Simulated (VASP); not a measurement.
# GaSb in VASP: notebook

Runs on GaSb. Level: PBEsol. Tasks: single point, relaxation of the atoms.

All numbers are computed with VASP 6.6.1; they aren't measurements. Logs are shortened: lines on timing, memory, paths and dates and some standing lists are left out, and cuts for length are marked.

## 1. The structure

The cell holds a slab with vacuum, 14 atoms: a = 4.324 Å, b = 6.115 Å, c = 27.971 Å, α = 90.00°, β = 90.00°, γ = 90.00°.

## 2. Single point, PBEsol

INCAR

```
PREC = Accurate
ENCUT = 520
EDIFF = 1E-7
ISMEAR = 0
SIGMA = 0.03
LREAL = F
LASPH = T
NELM = 80
ALGO = Fast
ISIF = 2
LWAVE = F
LCHARG = F
LDIPOL = T
IDIPOL = 3
DIPOL = 0.5 0.5 0.500
GGA = PS
NBANDS = 76
LVHAR = T
LVACPOTAV = T
ICORELEVEL = 1
```

KPOINTS

```
regular mesh
0
Gamma
  6 5 1
```

POSCAR

```
GaSb
1.0
    4.3238137200      0.0000000000      0.0000000000
    0.0000000000      6.1147960000      0.0000000000
    0.0000000000      0.0000000000     27.9714411500
Ga Sb
7 7
Direct
    0.5000000000      0.5000000000      0.2681306300
    0.0000000000      0.0000000000      0.3454204200
    0.5000000000      0.5000000000      0.4227102100
    0.0000000000      0.0000000000      0.5000000000
    0.5000000000      0.5000000000      0.5772897900
    0.0000000000      0.0000000000      0.6545795800
    0.5000000000      0.5000000000      0.7318693700
    0.0000000000      0.7500000000      0.2681306300
    0.5000000000      0.2500000000      0.3454204200
    0.0000000000      0.7500000000      0.4227102100
    0.5000000000      0.2500000000      0.5000000000
    0.0000000000      0.7500000000      0.5772897900
    0.5000000000      0.2500000000      0.6545795800
    0.0000000000      0.7500000000      0.7318693700
```

Potentials or basis: VASP PAW PBE potentials, release 64 (Ga_d, Sb).

Run with:

```sh
$ cat potpaw_PBE.64/Ga_d/POTCAR potpaw_PBE.64/Sb/POTCAR > POTCAR
$ mpirun -np 4 vasp_std > vasp.out
```

OUTCAR:

```text
PREC = Accurate
   ENCUT = 520
   EDIFF = 1E-7
   ISMEAR = 0
   LREAL = F
   LASPH = T
   NELM = 80
   ISIF = 2
   GGA = PS

 ion  position               nearest neighbor table
   1  0.500  0.500  0.268-   9 2.65   8 2.65   8 2.65
   2  0.000  0.000  0.345-  10 2.65   8 2.65   9 2.65   9 2.65
   3  0.500  0.500  0.423-   9 2.65  11 2.65  10 2.65  10 2.65
   4  0.000  0.000  0.500-  10 2.65  12 2.65  11 2.65  11 2.65
   5  0.500  0.500  0.577-  11 2.65  13 2.65  12 2.65  12 2.65
   6  0.000  0.000  0.655-  14 2.65  12 2.65  13 2.65  13 2.65
   7  0.500  0.500  0.732-  13 2.65  14 2.65  14 2.65
   8  0.000  0.750  0.268-   2 2.65   1 2.65   1 2.65
   9  0.500  0.250  0.345-   3 2.65   1 2.65   2 2.65   2 2.65
  10  0.000  0.750  0.423-   2 2.65   4 2.65   3 2.65   3 2.65
  11  0.500  0.250  0.500-   3 2.65   5 2.65   4 2.65   4 2.65
  12  0.000  0.750  0.577-   4 2.65   6 2.65   5 2.65   5 2.65
  13  0.500  0.250  0.655-   7 2.65   5 2.65   6 2.65   6 2.65
  14  0.000  0.750  0.732-   6 2.65   7 2.65   7 2.65

  LATTYP: Found a simple orthorhombic cell.
 ALAT       =     4.3238137200
 B/A-ratio  =     1.4142135614
 C/A-ratio  =     6.4691596265

  Lattice vectors:

 A1 = (   4.3238137200,   0.0000000000,   0.0000000000)
 A2 = (   0.0000000000,   6.1147960000,   0.0000000000)
 A3 = (   0.0000000000,   0.0000000000,  27.9714411500)

Analysis of symmetry for initial positions (statically):
=====================================================================
 Subroutine PRICEL returns:
 Original cell was already a primitive cell.

 Routine SETGRP: Setting up the symmetry group for a
 simple orthorhombic supercell.

 Subroutine GETGRP returns: Found  4 space group operations
 (whereof  4 operations were pure point group operations)
 out of a pool of  8 trial point group operations.

The static configuration has the point symmetry C_2v.

Analysis of symmetry for dynamics (positions and initial velocities):
=====================================================================
 Subroutine PRICEL returns:
 Original cell was already a primitive cell.

 Routine SETGRP: Setting up the symmetry group for a
 simple orthorhombic supercell.

 Subroutine GETGRP returns: Found  4 space group operations
 (whereof  4 operations were pure point group operations)
 out of a pool of  8 trial point group operations.

[... 158 lines left out ...]
  ---------------------------------------------------
  free energy    TOTEN  =       -53.86974829 eV

  energy without entropy =      -53.86805972  energy(sigma->0) =      -53.86890401

 the core state eigenenergies are
   1-  1s -10224.3105  2s  -1257.6845  2p  -1094.1555  3s   -143.5539  3p    -94.2810

   2-  1s -10224.1931  2s  -1257.5888  2p  -1094.0574  3s   -143.4289  3p    -94.1537

   3-  1s -10224.3428  2s  -1257.7392  2p  -1094.2077  3s   -143.5767  3p    -94.3014
[... 9 lines left out ...]
   8-  1s -30292.0200  2s  -4603.9740  2p  -4132.0817  3s   -897.6990  3p   -743.9520
       3d   -509.5231  4s   -142.7660  4p    -95.7410  4d    -27.5605
   9-  1s -30292.5265  2s  -4604.4876  2p  -4132.5937  3s   -898.2330  3p   -744.4857
       3d   -510.0547  4s   -143.3341  4p    -96.3133  4d    -28.1457
  10-  1s -30292.4324  2s  -4604.3950  2p  -4132.5008  3s   -898.1418  3p   -744.3945
       3d   -509.9634  4s   -143.2446  4p    -96.2239  4d    -28.0571
  11-  1s -30292.5515  2s  -4604.5137  2p  -4132.6196  3s   -898.2593  3p   -744.5120
       3d   -510.0810  4s   -143.3599  4p    -96.3389  4d    -28.1713
  12-  1s -30292.4324  2s  -4604.3950  2p  -4132.5008  3s   -898.1418  3p   -744.3945
       3d   -509.9634  4s   -143.2446  4p    -96.2239  4d    -28.0571
  13-  1s -30292.5265  2s  -4604.4876  2p  -4132.5937  3s   -898.2330  3p   -744.4857
       3d   -510.0547  4s   -143.3341  4p    -96.3133  4d    -28.1457
  14-  1s -30292.0200  2s  -4603.9740  2p  -4132.0817  3s   -897.6990  3p   -743.9520
       3d   -509.5231  4s   -142.7660  4p    -95.7410  4d    -27.5605

 E-fermi :   0.3630     XC(G=0):  -5.5392

 val. band max:        0.3594592661   @ k =   0.0000   0.2000   0.0000
 cond. band min:       0.4048579781   @ k =   0.0000   0.0000   0.0000
 fundamental gap:      0.0453987120
 Fermi energy:         0.3630433824

 k-point     1 :       0.0000    0.0000    0.0000
  band No.  band energies     occupation
      1     -14.6566      2.00000
      2     -14.6554      2.00000
      3     -14.6546      2.00000
      4     -14.6402      2.00000
      5     -14.6399      2.00000
      6     -14.6308      2.00000
[... 925 lines left out ...]
     74       4.1955      0.00000
     75       4.2308      0.00000
 [bands above 75 left out]

------------------------ aborting loop because EDIFF is reached ----------------------------------------

  FORCE on cell =-STRESS in cart. coord.  units (eV):
  Direction    XX          YY          ZZ          XY          YZ          ZX
  --------------------------------------------------------------------------------------
  -------------------------------------------------------------------------------------
  Total       -1.3128940     -1.6056266      1.8212247      0.0000000      0.0000000      0.0000000
  in kB       -2.8443070     -3.4784947      3.9455753      0.0000000      0.0000000      0.0000000
  external PRESSURE =      -0.7924088 kB  Pullay stress =       0.0000000 kB

 VOLUME and BASIS-vectors are now :
 -----------------------------------------------------------------------------
  energy-cutoff  :      520.00
  volume of cell :      739.54
      direct lattice vectors                 reciprocal lattice vectors
     4.323813720  0.000000000  0.000000000     0.231277309  0.000000000  0.000000000
     0.000000000  6.114796000  0.000000000     0.000000000  0.163537753  0.000000000
     0.000000000  0.000000000 27.971441150     0.000000000  0.000000000  0.035750750

 POSITION                                       TOTAL-FORCE (eV/Angst)
 -----------------------------------------------------------------------------------
      2.16191      3.05740      7.50000        -0.000000      0.691792      0.935101
      0.00000      0.00000      9.66191        -0.000000     -0.315735      0.236904
      2.16191      3.05740     11.82381         0.000000      0.236709      0.107686
      0.00000      0.00000     13.98572        -0.000000     -0.163647      0.000000
      2.16191      3.05740     16.14763         0.000000      0.236709     -0.107686
      0.00000      0.00000     18.30953        -0.000000     -0.315735     -0.236904
      2.16191      3.05740     20.47144        -0.000000      0.691792     -0.935101
      0.00000      4.58610      7.50000        -0.000000     -0.044905     -1.025361
      2.16191      1.52870      9.66191        -0.000000     -0.452794     -0.377390
      0.00000      4.58610     11.82381        -0.000000      0.031701      0.014951
      2.16191      1.52870     13.98572        -0.000000     -0.129887      0.000000
      0.00000      4.58610     16.14763        -0.000000      0.031701     -0.014951
      2.16191      1.52870     18.30953        -0.000000     -0.452794      0.377390
      0.00000      4.58610     20.47144        -0.000000     -0.044905      1.025361
 -----------------------------------------------------------------------------------
    total drift:                                0.000000     -0.000690     -0.000000

  FREE ENERGIE OF THE ION-ELECTRON SYSTEM (eV)
  ---------------------------------------------------
  free  energy   TOTEN  =       -53.8697482929 eV

  energy  without entropy=      -53.8680597227  energy(sigma->0) =      -53.86890401

 vacuum level on the upper side and lower side of the slab         5.012         5.012
```

OSZICAR:

```text
N       E                     dE             d eps       ncg     rms          rms(c)
DAV:   1     0.101051684489E+04    0.10105E+04   -0.52918E+04  1912   0.169E+03
DAV:   2     0.981069855766E+02   -0.91241E+03   -0.88354E+03  2104   0.406E+02
DAV:   3    -0.434299261115E+02   -0.14154E+03   -0.13512E+03  2136   0.154E+02
[... 16 lines left out ...]
RMM:  20    -0.538697408588E+02   -0.89479E-05   -0.68029E-07  1576   0.219E-03    0.500E-04
RMM:  21    -0.538697457840E+02   -0.49252E-05   -0.34868E-07  1485   0.162E-03    0.277E-04
RMM:  22    -0.538697478851E+02   -0.21012E-05   -0.13133E-07  1433   0.128E-03    0.102E-04
RMM:  23    -0.538697482421E+02   -0.35696E-06   -0.47562E-08  1397   0.949E-04    0.488E-05
RMM:  24    -0.538697482929E+02   -0.50777E-07   -0.18063E-08  1346   0.674E-04
   1 F= -.53869748E+02 E0= -.53868904E+02  d E =-.168857E-02
```

It took 4.2 min on 4 MPI ranks of Intel Xeon 6975P-C (Granite Rapids), shared host; peak memory 0.42 GiB.

What came out:

```yaml
Free_energy: -53.8697 eV
Largest_force: 1.163 eV/Å
Band_gap_on_the_k_mesh: none (metal or under the smearing width)
Work_function_of_the_upper_face: 4.65 eV
Work_function_of_the_lower_face: 4.65 eV
```

Forces on the atoms (eV/Å):
```
Ga   0.000  0.692  0.935
Ga   0.000 -0.316  0.237
Ga   0.000  0.237  0.108
Ga   0.000 -0.164  0.000
Ga   0.000  0.237 -0.108
Ga   0.000 -0.316 -0.237
Ga   0.000  0.692 -0.935
Sb   0.000 -0.045 -1.025
Sb   0.000 -0.453 -0.377
Sb   0.000  0.032  0.015
Sb   0.000 -0.130  0.000
Sb   0.000  0.032 -0.015
Sb   0.000 -0.453  0.377
Sb   0.000 -0.045  1.025
```

Levels at points of the mesh, in eV from the Fermi level:
```tsv
k point	band 60	band 61	band 62	band 63	band 64	band 65	band 66	band 67
(0.00, 0.00, 0.00)	-0.47	-0.10	-0.05	0.04	0.29	0.93	1.16	1.49
(0.50, 0.00, 0.00)	-1.70	-1.67	-0.47	-0.24	0.19	0.38	1.25	1.37
```

Core levels (eV, on the scale of the bands):
| atom | levels |
| --- | --- |
| 1 Ga | 1s -10224.3, 2s -1257.7, 2p -1094.2, 3s -143.6, 3p -94.3 |
| 2 Ga | 1s -10224.2, 2s -1257.6, 2p -1094.1, 3s -143.4, 3p -94.2 |
| 3 Ga | 1s -10224.3, 2s -1257.7, 2p -1094.2, 3s -143.6, 3p -94.3 |
| 4 Ga | 1s -10224.3, 2s -1257.7, 2p -1094.1, 3s -143.5, 3p -94.2 |
| 5 Ga | 1s -10224.3, 2s -1257.7, 2p -1094.2, 3s -143.6, 3p -94.3 |
| 6 Ga | 1s -10224.2, 2s -1257.6, 2p -1094.1, 3s -143.4, 3p -94.2 |

Caveat: the PAW data sets were made with another functional, which shifts forces and pressure a little. Spin-orbit coupling is left out, which matters for the levels of Sb.

## 3. Relaxation of the atoms, PBEsol

INCAR

```
PREC = Accurate
ENCUT = 520
EDIFF = 1E-6
ISMEAR = 0
SIGMA = 0.03
LREAL = F
LASPH = T
NELM = 80
ALGO = Normal
ISIF = 2
LWAVE = F
LCHARG = F
LDIPOL = T
IDIPOL = 3
DIPOL = 0.5 0.5 0.500
GGA = PS
IBRION = 2
NSW = 80
EDIFFG = -0.02
```

KPOINTS is that of step 2.

POSCAR is that of step 2.

Potentials or basis: VASP PAW PBE potentials, release 64 (Ga_d, Sb).

Run with:

```sh
$ cat potpaw_PBE.64/Ga_d/POTCAR potpaw_PBE.64/Sb/POTCAR > POTCAR
$ mpirun -np 4 vasp_std > vasp.out
```

Wall time 32 min (4 MPI ranks of Intel Xeon 6975P-C (Granite Rapids), shared host); peak memory 0.41 GiB.

The run converged. Its results:

| Quantity | Value |
| --- | --- |
| Free energy | -55.1610 eV |
| Energy gained by relaxing | 92.2 meV/atom |
| Ionic steps | 19 |
| Largest force after relaxing | 0.019 eV/Å |
| Band gap on the k mesh | 0.41 eV, indirect (least direct gap 0.57 eV) |

Forces in eV/Å, atoms in the order of the input:
```
Ga   0.000 -0.001  0.002
Ga   0.000 -0.004  0.019
Ga   0.000  0.004 -0.002
Ga   0.000  0.012  0.000
Ga   0.000  0.004  0.002
Ga   0.000 -0.004 -0.019
Ga   0.000 -0.001 -0.002
Sb   0.000  0.004  0.014
Sb   0.000 -0.007 -0.005
Sb   0.000 -0.008  0.007
Sb   0.000  0.010  0.000
Sb   0.000 -0.008 -0.007
Sb   0.000 -0.007  0.005
Sb   0.000  0.004 -0.014
```

Step by step:
| step | energy change (eV) | largest force (eV/Å) | pressure (GPa) |
| --- | --- | --- | --- |
| 1 | 0.0000 | 1.1632 | -0.08 |
| 2 | -0.2628 | 1.0787 | -0.08 |
| 3 | -0.6854 | 0.8304 | -0.08 |
| 4 | -0.9518 | 0.6168 | -0.21 |
| 5 | -1.1905 | 0.5682 | -0.50 |
| 6 | -1.2523 | 0.2465 | -0.46 |
| 7 | -1.2524 | 0.2407 | -0.46 |
| 8 | -1.2667 | 0.1231 | -0.41 |
| 9 | -1.2706 | 0.2120 | -0.38 |
| 10 | -1.2802 | 0.0684 | -0.34 |
| 11 | -1.2817 | 0.0858 | -0.32 |
| 12 | -1.2850 | 0.0723 | -0.29 |
| 13 | -1.2856 | 0.0745 | -0.28 |
| 14 | -1.2882 | 0.0513 | -0.27 |
| 15 | -1.2897 | 0.0421 | -0.26 |
| 16 | -1.2898 | 0.0471 | -0.25 |
| 17 | -1.2909 | 0.0228 | -0.24 |
| 18 | -1.2910 | 0.0292 | -0.24 |
| 19 | -1.2913 | 0.0191 | -0.24 |

Final structure:
```
CELL_PARAMETERS angstrom
4.32381 0.00000 0.00000
0.00000 6.11480 0.00000
0.00000 0.00000 27.97144
ATOMIC_POSITIONS crystal
Ga 0.50000 0.56069 0.28631
Ga 0.00000 0.97931 0.34179
Ga 0.50000 0.48699 0.42330
Ga 0.00000 0.98388 0.50000
Ga 0.50000 0.48699 0.57670
Ga 0.00000 0.97931 0.65821
Ga 0.50000 0.56069 0.71369
Sb 0.00000 0.76932 0.25799
Sb 0.50000 0.23128 0.34626
Sb 0.00000 0.73827 0.42155
Sb 0.50000 0.23441 0.50000
Sb 0.00000 0.73827 0.57845
Sb 0.50000 0.23128 0.65374
Sb 0.00000 0.76932 0.74201
```

Levels at points of the mesh, in eV from the valence-band top:
| k point | band 59 | band 60 | band 61 | band 62 | band 63 | band 64 | band 65 | band 66 | band 67 | band 68 |
| --- | --- | --- | --- | --- | --- | --- | --- | --- | --- | --- |
| (0.00, 0.00, 0.00) | -0.58 | -0.50 | -0.41 | -0.19 | 0.00 | 0.57 | 0.95 | 1.09 | 1.35 | 1.48 |
| (0.50, 0.00, 0.00) | -1.90 | -1.78 | -1.48 | -1.32 | -1.05 | 0.41 | 0.58 | 0.98 | 1.28 | 1.38 |

Caveat: the PAW data sets were made with another functional, which shifts forces and pressure a little; spin-orbit coupling is left out, which moves the levels of the heavy elements. A hybrid or GW would open this gap; PBEsol tends to underestimate it.

[end of part 1 of 2]
